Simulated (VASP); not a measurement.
A run of VASP 6.6.1:

Contents of INCAR:

```
PREC = Accurate
ENCUT = 600
EDIFF = 1E-7
ISMEAR = 0
SIGMA = 0.03
LREAL = False
LASPH = True
NELM = 80
ALGO = Normal
ISIF = 2
LWAVE = False
LCHARG = False
IBRION = 2
NSW = 40
EDIFFG = -0.01
```

File KPOINTS:

```
regular mesh
0
Gamma
  8 8 8
```

File POSCAR:

```
KBr                                     
1.0
    0.0000000000      3.1257756588      3.1257756588
    3.1257756588      0.0000000000      3.1257756588
    3.1257756588      3.1257756588      0.0000000000
  K               Br            
     1     1
Direct
     0.0000000000000000    0.0000000000000000    0.0000000000000000
     0.5000000000000000    0.5000000000000000    0.5000000000000000
```

Potentials or basis: VASP PAW LDA potentials, release 64 (K_sv, Br).

Launch:

```bash
$ cat potpaw_LDA.64/K_sv/POTCAR potpaw_LDA.64/Br/POTCAR > POTCAR
$ mpirun -np 1 vasp_std > vasp.out
```

Hardware: 1 thread of Intel(R) Xeon(R) 6975P-C (Granite Rapids) (shared host).

Estimate the wall time of this run.

It took 16 s on 1 thread of Intel(R) Xeon(R) 6975P-C (Granite Rapids) (shared host), peak memory 0.18 GiB. Counts: scf iterations 13, k points 29, ion steps 1.
